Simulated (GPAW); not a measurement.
# Al (Fm-3m) in GPAW: further runs

The runs below take Al through optical spectrum, with PBE.

Everything below comes from runs of GPAW 26.7.0. Logs are shortened: lines on timing, memory, paths and dates and some standing lists are left out, and cuts for length are marked. The log counts tension as positive stress, the text compression.

### 1 Starting point

It takes space group Fm-3m (No. 225, cubic). The conventional cell has a = 3.967 Å, b = 3.967 Å, c = 3.967 Å, α = 90.00°, β = 90.00°, γ = 90.00°. Al (site symmetry m-3m) has 12 Al at 2.81 Å as nearest neighbours.

### 2 Optical spectrum, PBE

File run.py:

```python
from ase import Atoms
from ase.dft.bandgap import bandgap
from ase.io import write
from gpaw import GPAW, PW
from gpaw.response.df import DielectricFunction

atoms = Atoms(['Al'],
              cell=[[0.0, 1.9834708509, 1.9834708509],
                    [1.9834708509, 0.0, 1.9834708509],
                    [1.9834708509, 1.9834708509, 0.0]],
              scaled_positions=[[0.0, 0.0, 0.0]],
              pbc=True)

calc = GPAW(mode=PW(400),
            xc='PBE',
            kpts={'size': (9, 9, 9), 'gamma': True},
            occupations={'name': 'fermi-dirac', 'width': 0.05},
            nbands=7,
            convergence={'density': 1e-06},
            maxiter=150,
            txt='gpaw.txt')
atoms.calc = calc
energy = atoms.get_potential_energy()
calc.write('gs.gpw')
write('result.traj', atoms)
print(f'Energy: {energy:.6f} eV')
print('Fermi level:', round(calc.get_fermi_level(), 4), 'eV')
print(f'Gap: {bandgap(calc)[0]:.4f} eV, direct: {bandgap(calc, direct=True)[0]:.4f} eV')

dense = calc.fixed_density(kpts={'size': (28, 28, 28), 'gamma': True},
                           nbands=18, convergence={'bands': 12, 'eigenstates': 1e-7},
                           update_fermi_level=True, txt='dense.txt')
dense.write('dense.gpw', mode='all')

df = DielectricFunction('dense.gpw', frequencies={'type': 'nonlinear', 'domega0': 0.05, 'omega2': 10},
                        eta=0.1, ecut=50, nbands=12, rate='eta', txt='df.txt')
for direction in ['x']:
    df.get_dielectric_function(xc='RPA', direction=direction, filename=f'df_{direction}.csv')
```

Potentials or basis: GPAW PAW data sets (gpaw-data 1.2.1), pw.

Started as:

```sh
OMP_NUM_THREADS=1 python run.py
```

gpaw.txt:

```text
__  _  _
 | _ |_)|_||  |
 |__||  | ||/\| - 26.7.0

Input parameters:
  mode=PW(ecut=400.0),
  convergence={'density': 1e-06},
  kpts=MonkhorstPack(size=(9, 9, 9), gamma=True),
  maxiter=150,
  nbands=7,
  occupations=Occupations(name='fermi-dirac', width=0.05),
  xc=XC(name='PBE')

Diagonalizing LCAO Hamiltonian
Converting LCAO to pw mode

       Al

Atoms  # Å, Bohr magnetons
|   | symbol |        x |        y |        z |    initial magnetic moments |
|---|--------|----------|----------|----------|-----------------------------|
| 0 |     Al | 0.000000 | 0.000000 | 0.000000 | ( 0.0000,  0.0000,  0.0000) |

Unit cell  # Å
| periodic |        x |        y |        z |  lengths |    angles |
|----------|----------|----------|----------|----------|-----------|
|      yes | 0.000000 | 1.983471 | 1.983471 | 2.805051 | 60.000000 |
|      yes | 1.983471 | 0.000000 | 1.983471 | 2.805051 | 60.000000 |
|      yes | 1.983471 | 1.983471 | 0.000000 | 2.805051 | 60.000000 |

Number of symmetries: 48
Symmetry operations  # r_c * U_cc + t_c -> r_c
|    | kind |            matrix            |
|----|------|------------------------------|
|  0 |  σ   |  1, 0, 0,  1, 0,-1,  1,-1, 0 |
|  1 |  C2  |  1, 0, 0,  1,-1, 0,  1, 0,-1 |
|  2 |  E   |  1, 0, 0,  0, 1, 0,  0, 0, 1 |
|  3 |  σ   |  1, 0, 0,  0, 0, 1,  0, 1, 0 |
|  4 |  C4  |  1, 0,-1,  1, 0, 0,  1,-1, 0 |
|  5 |  S6  |  1, 0,-1,  1,-1, 0,  1, 0, 0 |
|  6 |  σ   |  1, 0,-1,  0, 1,-1,  0, 0,-1 |
|  7 |  C3  |  1, 0,-1,  0, 0,-1,  0, 1,-1 |
|  8 |  S6  |  1,-1, 0,  1, 0, 0,  1, 0,-1 |
|  9 |  C4  |  1,-1, 0,  1, 0,-1,  1, 0, 0 |
| 10 |  C3  |  1,-1, 0,  0,-1, 1,  0,-1, 0 |
| 11 |  σ   |  1,-1, 0,  0,-1, 0,  0,-1, 1 |
| 12 |  σ   |  0, 1, 0,  1, 0, 0,  0, 0, 1 |
| 13 |  C4  |  0, 1, 0,  0, 1,-1, -1, 1, 0 |
| 14 |  C3  |  0, 1, 0,  0, 0, 1,  1, 0, 0 |
| 15 |  S6  |  0, 1, 0, -1, 1, 0,  0, 1,-1 |
| 16 |  C2  |  0, 1,-1,  1, 0,-1,  0, 0,-1 |
| 17 |  σ   |  0, 1,-1,  0, 1, 0, -1, 1, 0 |
| 18 |  S4  |  0, 1,-1,  0, 0,-1,  1, 0,-1 |
| 19 |  C4  |  0, 1,-1, -1, 1, 0,  0, 1, 0 |
| 20 |  C3  |  0, 0, 1,  1, 0, 0,  0, 1, 0 |
| 21 |  σ   |  0, 0, 1,  0, 1, 0,  1, 0, 0 |
| 22 |  S6  |  0, 0, 1,  0,-1, 1, -1, 0, 1 |
| 23 |  C4  |  0, 0, 1, -1, 0, 1,  0,-1, 1 |
| 24 |  S4  |  0, 0,-1,  1, 0,-1,  0, 1,-1 |
| 25 |  C3  |  0, 0,-1,  0, 1,-1,  1, 0,-1 |
| 26 |  C2  |  0, 0,-1,  0,-1, 0, -1, 0, 0 |
| 27 |  S6  |  0, 0,-1, -1, 0, 0,  0,-1, 0 |
| 28 |  S4  |  0,-1, 1,  1,-1, 0,  0,-1, 0 |
| 29 |  C4  |  0,-1, 1,  0, 0, 1, -1, 0, 1 |
| 30 |  C2  |  0,-1, 1,  0,-1, 0,  1,-1, 0 |
| 31 |  σ   |  0,-1, 1, -1, 0, 1,  0, 0, 1 |
| 32 |  C3  |  0,-1, 0,  1,-1, 0,  0,-1, 1 |
| 33 |  S6  |  0,-1, 0,  0, 0,-1, -1, 0, 0 |
| 34 |  S4  |  0,-1, 0,  0,-1, 1,  1,-1, 0 |
| 35 |  C2  |  0,-1, 0, -1, 0, 0,  0, 0,-1 |
| 36 |  C2  | -1, 1, 0,  0, 1, 0,  0, 1,-1 |
| 37 |  S6  | -1, 1, 0,  0, 1,-1,  0, 1, 0 |
| 38 |  S4  | -1, 1, 0, -1, 0, 1, -1, 0, 0 |
| 39 |  C3  | -1, 1, 0, -1, 0, 0, -1, 0, 1 |
| 40 |  S6  | -1, 0, 1,  0, 0, 1,  0,-1, 1 |
| 41 |  C2  | -1, 0, 1,  0,-1, 1,  0, 0, 1 |
| 42 |  C3  | -1, 0, 1, -1, 1, 0, -1, 0, 0 |
| 43 |  S4  | -1, 0, 1, -1, 0, 0, -1, 1, 0 |
| 44 |  C2  | -1, 0, 0,  0, 0,-1,  0,-1, 0 |
| 45 |  i   | -1, 0, 0,  0,-1, 0,  0, 0,-1 |
| 46 |  σ   | -1, 0, 0, -1, 1, 0, -1, 0, 1 |
| 47 |  C2  | -1, 0, 0, -1, 0, 1, -1, 1, 0 |

BZ-sampling:
  Number of BZ points: 729
  Number of IBZ points: 35

  Monkhorst-Pack size: [9, 9, 9]
  Monkhorst-Pack shift: [0, 0, 0]

K-points  # in reciprocal-cell coordinates
|     |                                coordinates |     weight |
|-----|--------------------------------------------|------------|
|   0 | (  0.00000000,   0.00000000,   0.00000000) | 0.00137174 |
|   1 | (  0.11111111,   0.11111111,   0.00000000) | 0.00823045 |
|   2 | (  0.11111111,   0.11111111,   0.11111111) | 0.01097394 |
|   3 | (  0.22222222,   0.11111111,   0.11111111) | 0.01646091 |
|   4 | (  0.22222222,   0.22222222,   0.00000000) | 0.00823045 |
|   5 | (  0.22222222,   0.22222222,   0.11111111) | 0.03292181 |
|   6 | (  0.22222222,   0.22222222,   0.22222222) | 0.01097394 |
|   7 | (  0.33333333,   0.22222222,   0.11111111) | 0.03292181 |
|   8 | (  0.33333333,   0.22222222,   0.22222222) | 0.03292181 |
|   9 | (  0.33333333,   0.33333333,  -0.33333333) | 0.01646091 |
| ... |                                            |            |
|  34 | (  0.44444444,   0.44444444,   0.44444444) | 0.01097394 |

Plane wave coefficients: 295
Cutoff: 400.0 eV

Spin-components: 1 (collinear spins)
Bands:           7
Projectors:      5
Spin-degeneracy: 2
Datatype:        complex128

Parallelization:
  kpt:    1
  domain: 1
  band:   1

Density:
  Valence electrons: 3.0
  Components: 1
  Grid points: [14 14 14]
  Charge: 0.0  # |e|

Potential:
  Grid points: [14 14 14]

species:
  Al:
    name:    Aluminium
    Z:       13.0
    valence: 3
    core:    10
    charge:  0.0  # [|e|]
    compensation charges:
      type: gauss
      rc: 0.34  # [Å]
      lmax: 2
    cutoffs:
      filter: 1.91  # [Å]
      core: 2.36  # [Å]
    projectors
    | kind |    occ | energy [eV] | rcut [Å] |
    |------|--------|-------------|----------|
    |   3s |  2.000 |      -7.753 |    1.085 |
    |   3p |  1.000 |      -2.712 |    1.085 |
    |    s |        |      19.459 |    1.085 |
    |    p |        |      24.499 |    1.085 |
    |    d |        |       0.000 |    1.085 |

    Using partial waves for Al as LCAO basis

Reference energy: -6603.423265  # eV

eigensolver:
  PPCG
  Converge bands: occupied
  niter=2

density mixing:
  MSR1-Mixer
  Pratt-step length: 0.05
  Maximum mixing coefficient: 0.75
  Old densities: 10
  SVD Regularization: 0.005
  Good broyden scale: 1.0
  Trust region scale: 1.0
  Backstep threshold: 4.0
  History deletion threshold: 6.0
  Fourier metric: weight=20.0, sigma=0.015

occupation numbers:
  Fermi-Dirac:
    width: 0.0500  # eV

poisson solver:
  ecut: 3200.0  # eV

xc functional:
  name: PBE with 2 nearest neighbor stencil

convergence criteria:
- Maximum integral of absolute [dens]ity change: 1e-06 electrons / valence electron
- Maximum [total energy] change in last 3 cyles: 0.0005 eV / valence electron
- Maximum integral of absolute [eigenst]ate change: 4e-08 eV^2 / valence electron
maximum number of iterations: 150

SCF iterations
|iter     | |      energy | eigst |  dens |
|---------|-|-------------|-------|-------|
|iter:   1| |   -3.684932 | -0.24 |       |
|iter:   2| |   -3.685581 | -3.52 | -0.98 |
|iter:   3| |   -3.689730 | -3.29 | -1.00 |
|iter:   4| |   -3.690499 | -3.98 | -1.56 |
|iter:   5| |   -3.690507c| -6.18 | -2.95 |
|iter:   6| |   -3.690508c| -6.64 | -3.36 |
|iter:   7| |   -3.690508c| -8.69c| -4.67 |
|iter:   8| |   -3.690508c| -9.18c| -5.16 |
|iter:   9| |   -3.690508c|-10.63c| -6.79c|

Converged in 9 steps
Energy contributions relative to reference atoms: (reference = -6603.423265)

Energy contributions:
  Kinetic:           5.788757
  Coulomb:          -3.326790
  Zero:             -0.007890
  External:          0.000000
  Xc:               -6.141347
  Entropy:          -0.006474
  Spinorbit:         0.000000
  ----------------------------
  Free energy:      -3.693745
  Extrapolated:     -3.690508

dipole moment: (-6.800190, -6.800190, -6.800190)  # |e|*Ang

Fermi level: 7.679
Eigenvalues  # (at kpt = [0.000, 0.000, 0.000])
| band index |      eig [eV] | occ [0-2] |
|------------|---------------|-----------|
|          0 |        -3.823 |     2.000 |
|          1 |        20.649 |     0.000 |
|          2 |        20.649 |     0.000 |
|          3 |        20.649 |     0.000 |
|          4 |        22.577 |     0.000 |
|          5 |        22.577 |     0.000 |
|          6 |        22.577 |     0.000 |

No gap
No difference between direct/indirect transitions
# Writing to gs.gpw (mode='')
```

Wall time 61 s (1 thread of Arm Neoverse V1, shared host); peak memory 0.3 GiB.

What came out:

| Quantity | Value |
| --- | --- |
| Free energy | -3.6937 eV |
| Band gap on the k mesh | none (metal or under the smearing width) |

Dielectric function (mean over the directions given):
```
energy (eV)  real part  imaginary part
       1.04    -142.24           54.25
       1.89     -44.99           28.06
       2.91     -24.72           10.63
       3.76     -16.24            2.53
       4.79     -10.24            1.11
       5.68      -7.49            0.92
       6.63      -5.15            0.99
       7.63      -3.37            0.53
       8.52      -2.55            0.20
       9.56      -1.86            0.14
      10.46      -1.41            0.17
      11.41      -0.97            0.13
      12.30      -0.70            0.07
      13.36      -0.45            0.05
      14.35      -0.27            0.05
      15.26      -0.11            0.06
      16.36       0.04            0.05
      17.36       0.15            0.04
      18.58       0.25            0.03
      19.87       0.35            0.03
```

Caveat: the intraband term hangs on this k mesh; the long-wavelength limit can be off by a per cent or two; independent-particle spectra lack excitons.

### 3 Optical spectrum, PBE

This run uses another cell than the first one, of 15.94 Å³/atom, 1.021 times its volume.

Edit run.py of step 2 so:

```diff
@@ -7,5 +7,5 @@
 atoms = Atoms(['Al'],
-              cell=[[0.0, 1.9834708509, 1.9834708509],
-                    [1.9834708509, 0.0, 1.9834708509],
-                    [1.9834708509, 1.9834708509, 0.0]],
+              cell=[[0.0, 1.9974394157, 1.9974394157],
+                    [1.9974394157, 0.0, 1.9974394157],
+                    [1.9974394157, 1.9974394157, 0.0]],
               scaled_positions=[[0.0, 0.0, 0.0]],
```

Potentials or basis: GPAW PAW data sets (gpaw-data 1.2.1), pw.

Started as:

```sh
OMP_NUM_THREADS=1 python run.py
```

gpaw.txt:

```text
__  _  _
 | _ |_)|_||  |
 |__||  | ||/\| - 26.7.0

Input parameters:
  mode=PW(ecut=400.0),
  convergence={'density': 1e-06},
  kpts=MonkhorstPack(size=(9, 9, 9), gamma=True),
  maxiter=150,
  nbands=7,
  occupations=Occupations(name='fermi-dirac', width=0.05),
  xc=XC(name='PBE')

Diagonalizing LCAO Hamiltonian
Converting LCAO to pw mode

       Al

Atoms  # Å, Bohr magnetons
|   | symbol |        x |        y |        z |    initial magnetic moments |
|---|--------|----------|----------|----------|-----------------------------|
| 0 |     Al | 0.000000 | 0.000000 | 0.000000 | ( 0.0000,  0.0000,  0.0000) |

Unit cell  # Å
| periodic |        x |        y |        z |  lengths |    angles |
|----------|----------|----------|----------|----------|-----------|
|      yes | 0.000000 | 1.997439 | 1.997439 | 2.824806 | 60.000000 |
|      yes | 1.997439 | 0.000000 | 1.997439 | 2.824806 | 60.000000 |
|      yes | 1.997439 | 1.997439 | 0.000000 | 2.824806 | 60.000000 |

Number of symmetries: 48
Symmetry operations  # r_c * U_cc + t_c -> r_c
|    | kind |            matrix            |
|----|------|------------------------------|
|  0 |  σ   |  1, 0, 0,  1, 0,-1,  1,-1, 0 |
|  1 |  C2  |  1, 0, 0,  1,-1, 0,  1, 0,-1 |
|  2 |  E   |  1, 0, 0,  0, 1, 0,  0, 0, 1 |
|  3 |  σ   |  1, 0, 0,  0, 0, 1,  0, 1, 0 |
|  4 |  C4  |  1, 0,-1,  1, 0, 0,  1,-1, 0 |
|  5 |  S6  |  1, 0,-1,  1,-1, 0,  1, 0, 0 |
|  6 |  σ   |  1, 0,-1,  0, 1,-1,  0, 0,-1 |
|  7 |  C3  |  1, 0,-1,  0, 0,-1,  0, 1,-1 |
|  8 |  S6  |  1,-1, 0,  1, 0, 0,  1, 0,-1 |
|  9 |  C4  |  1,-1, 0,  1, 0,-1,  1, 0, 0 |
| 10 |  C3  |  1,-1, 0,  0,-1, 1,  0,-1, 0 |
| 11 |  σ   |  1,-1, 0,  0,-1, 0,  0,-1, 1 |
| 12 |  σ   |  0, 1, 0,  1, 0, 0,  0, 0, 1 |
| 13 |  C4  |  0, 1, 0,  0, 1,-1, -1, 1, 0 |
| 14 |  C3  |  0, 1, 0,  0, 0, 1,  1, 0, 0 |
| 15 |  S6  |  0, 1, 0, -1, 1, 0,  0, 1,-1 |
| 16 |  C2  |  0, 1,-1,  1, 0,-1,  0, 0,-1 |
| 17 |  σ   |  0, 1,-1,  0, 1, 0, -1, 1, 0 |
| 18 |  S4  |  0, 1,-1,  0, 0,-1,  1, 0,-1 |
| 19 |  C4  |  0, 1,-1, -1, 1, 0,  0, 1, 0 |
| 20 |  C3  |  0, 0, 1,  1, 0, 0,  0, 1, 0 |
| 21 |  σ   |  0, 0, 1,  0, 1, 0,  1, 0, 0 |
| 22 |  S6  |  0, 0, 1,  0,-1, 1, -1, 0, 1 |
| 23 |  C4  |  0, 0, 1, -1, 0, 1,  0,-1, 1 |
| 24 |  S4  |  0, 0,-1,  1, 0,-1,  0, 1,-1 |
| 25 |  C3  |  0, 0,-1,  0, 1,-1,  1, 0,-1 |
| 26 |  C2  |  0, 0,-1,  0,-1, 0, -1, 0, 0 |
| 27 |  S6  |  0, 0,-1, -1, 0, 0,  0,-1, 0 |
| 28 |  S4  |  0,-1, 1,  1,-1, 0,  0,-1, 0 |
| 29 |  C4  |  0,-1, 1,  0, 0, 1, -1, 0, 1 |
| 30 |  C2  |  0,-1, 1,  0,-1, 0,  1,-1, 0 |
| 31 |  σ   |  0,-1, 1, -1, 0, 1,  0, 0, 1 |
| 32 |  C3  |  0,-1, 0,  1,-1, 0,  0,-1, 1 |
| 33 |  S6  |  0,-1, 0,  0, 0,-1, -1, 0, 0 |
| 34 |  S4  |  0,-1, 0,  0,-1, 1,  1,-1, 0 |
| 35 |  C2  |  0,-1, 0, -1, 0, 0,  0, 0,-1 |
| 36 |  C2  | -1, 1, 0,  0, 1, 0,  0, 1,-1 |
| 37 |  S6  | -1, 1, 0,  0, 1,-1,  0, 1, 0 |
| 38 |  S4  | -1, 1, 0, -1, 0, 1, -1, 0, 0 |
| 39 |  C3  | -1, 1, 0, -1, 0, 0, -1, 0, 1 |
[... 57 lines left out ...]
    name:    Aluminium
    Z:       13.0
    valence: 3
    core:    10
    charge:  0.0  # [|e|]
    compensation charges:
      type: gauss
      rc: 0.34  # [Å]
      lmax: 2
    cutoffs:
      filter: 1.91  # [Å]
      core: 2.36  # [Å]
    projectors
    | kind |    occ | energy [eV] | rcut [Å] |
    |------|--------|-------------|----------|
    |   3s |  2.000 |      -7.753 |    1.085 |
    |   3p |  1.000 |      -2.712 |    1.085 |
    |    s |        |      19.459 |    1.085 |
    |    p |        |      24.499 |    1.085 |
    |    d |        |       0.000 |    1.085 |

    Using partial waves for Al as LCAO basis

Reference energy: -6603.423265  # eV

eigensolver:
  PPCG
  Converge bands: occupied
  niter=2

density mixing:
  MSR1-Mixer
  Pratt-step length: 0.05
  Maximum mixing coefficient: 0.75
  Old densities: 10
  SVD Regularization: 0.005
  Good broyden scale: 1.0
  Trust region scale: 1.0
  Backstep threshold: 4.0
  History deletion threshold: 6.0
  Fourier metric: weight=20.0, sigma=0.015

occupation numbers:
  Fermi-Dirac:
    width: 0.0500  # eV

poisson solver:
  ecut: 3200.0  # eV

xc functional:
  name: PBE with 2 nearest neighbor stencil

convergence criteria:
- Maximum integral of absolute [dens]ity change: 1e-06 electrons / valence electron
- Maximum [total energy] change in last 3 cyles: 0.0005 eV / valence electron
- Maximum integral of absolute [eigenst]ate change: 4e-08 eV^2 / valence electron
maximum number of iterations: 150

SCF iterations
|iter     | |      energy | eigst |  dens |
|---------|-|-------------|-------|-------|
|iter:   1| |   -3.696094 | -0.24 |       |
|iter:   2| |   -3.696603 | -3.50 | -0.98 |
|iter:   3| |   -3.699391 | -3.32 | -1.00 |
|iter:   4| |   -3.699956 | -4.00 | -1.56 |
|iter:   5| |   -3.699961c| -6.14 | -2.96 |
|iter:   6| |   -3.699961c| -6.61 | -3.38 |
|iter:   7| |   -3.699962c| -8.64c| -4.65 |
|iter:   8| |   -3.699962c| -9.24c| -5.14 |
|iter:   9| |   -3.699962c|-10.75c| -6.84c|

Converged in 9 steps
Energy contributions relative to reference atoms: (reference = -6603.423265)

Energy contributions:
  Kinetic:           5.016126
  Coulomb:          -2.753569
  Zero:             -0.007265
  External:          0.000000
  Xc:               -5.952302
  Entropy:          -0.005904
  Spinorbit:         0.000000
  ----------------------------
  Free energy:      -3.702913
  Extrapolated:     -3.699962

dipole moment: (-6.850128, -6.850128, -6.850128)  # |e|*Ang

Fermi level: 7.467
Eigenvalues  # (at kpt = [0.000, 0.000, 0.000])
| band index |      eig [eV] | occ [0-2] |
|------------|---------------|-----------|
|          0 |        -3.883 |     2.000 |
|          1 |        20.320 |     0.000 |
|          2 |        20.320 |     0.000 |
|          3 |        20.320 |     0.000 |
|          4 |        22.081 |     0.000 |
|          5 |        22.081 |     0.000 |
|          6 |        22.081 |     0.000 |

No gap
No difference between direct/indirect transitions
# Writing to gs.gpw (mode='')
```

stdout:

```text
Energy: -3.699962 eV
Fermi level: 7.4673 eV
Gap: 0.0000 eV, direct: 0.0000 eV
```

It took 62 s on 1 thread of Arm Neoverse V1, shared host; peak memory 0.3 GiB.

What came out:

* Free energy: -3.7029 eV
* Band gap on the k mesh: none (metal or under the smearing width)

Dielectric function (mean over the directions given):
| energy (eV) | real part | imaginary part |
| --- | --- | --- |
| 1.04 | -140.11 | 52.46 |
| 1.54 | -55.26 | 50.89 |
| 2.18 | -56.61 | 19.83 |
| 2.79 | -25.76 | 9.04 |
| 3.43 | -21.28 | 3.34 |
| 4.03 | -13.50 | 4.71 |
| 4.65 | -10.77 | 1.08 |
| 5.31 | -8.25 | 2.01 |
| 5.91 | -6.22 | 0.54 |
| 6.55 | -5.19 | 0.94 |
| 7.12 | -3.96 | 0.30 |
| 7.81 | -3.30 | 0.42 |
| 8.43 | -2.51 | 0.19 |
| 9.08 | -2.14 | 0.23 |
| 9.66 | -1.67 | 0.15 |
| 10.26 | -1.43 | 0.18 |
| 10.88 | -1.11 | 0.10 |
| 11.52 | -0.92 | 0.13 |
| 12.19 | -0.68 | 0.08 |
| 12.77 | -0.56 | 0.09 |
| 13.48 | -0.37 | 0.06 |
| 14.10 | -0.28 | 0.05 |
| 14.73 | -0.14 | 0.05 |
| 15.39 | -0.07 | 0.04 |
| 16.08 | 0.03 | 0.05 |
| 16.78 | 0.11 | 0.03 |
| 17.51 | 0.18 | 0.04 |
| 18.27 | 0.25 | 0.03 |
| 19.06 | 0.31 | 0.03 |
| 19.87 | 0.36 | 0.03 |

Caveat: the intraband term hangs on this k mesh; the long-wavelength limit can be off by a per cent or two; independent-particle spectra lack excitons.

[end of part 1 of 2]
